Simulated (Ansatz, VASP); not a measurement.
# Sn: VASP and Ansatz over several settings

```
Sn
1.0
     0.00000    3.27589    3.27589
     3.27589    0.00000    3.27589
     3.27589    3.27589    0.00000
Sn
2
Direct
  0.75000 0.75000 0.75000
  0.50000 0.50000 0.50000
```

Change from the starting cell: volume scaled by 1.04.

Single points on this cell with VASP 6.6.1 and Ansatz 0.2.0. Each row is one pair of runs. Alike in all rows: spin: off; k mesh: 7 × 7 × 7; smearing: fermi-dirac, width 0.05 eV; VASP's potentials, cutoff: VASP PAW PBE potentials, release 64 (Sn_d), 520 eV.

```tsv
level	Ansatz's potentials, cutoff	gap on the k mesh at the Fermi level (eV), VASP	gap on the k mesh at the Fermi level (eV), Ansatz	pressure (GPa), VASP	pressure (GPa), Ansatz
PBE	Ansatz PAW, 420 eV	none	none	1.8	1.9
PBE	Ansatz PAW earlier set, 770 eV	none	none	1.8	1.9
PBE	SPMS NC, 490 eV	none	none	1.8	2.0
PBE	JTH PAW, 6600 eV	none	none	1.8	1.9
PBE	PseudoDojo standard (PBE files), 980 eV	none	none	1.8	1.9
PBE	PseudoDojo stringent (PBE files), 1388 eV	none	none	1.8	1.9
PBE	Ansatz NC, 980 eV	none	none	1.8	1.9
r2SCAN	Ansatz PAW, 500 eV	none	none	0.3	0.3
```

Pressure (GPa): the two programs differ by at most 0.13.

A gap of «none» marks a metal or a gap that the smearing closes.

Caveats: the PAW data sets were made with another functional, which shifts forces and pressure a little (VASP); the pressure holds a Pulay correction of +0.4 GPa for the finite cutoff (Ansatz); the PAW data sets come from PBE, with cores solved anew for the run's functional, which leaves a small shift of forces and pressure (Ansatz).
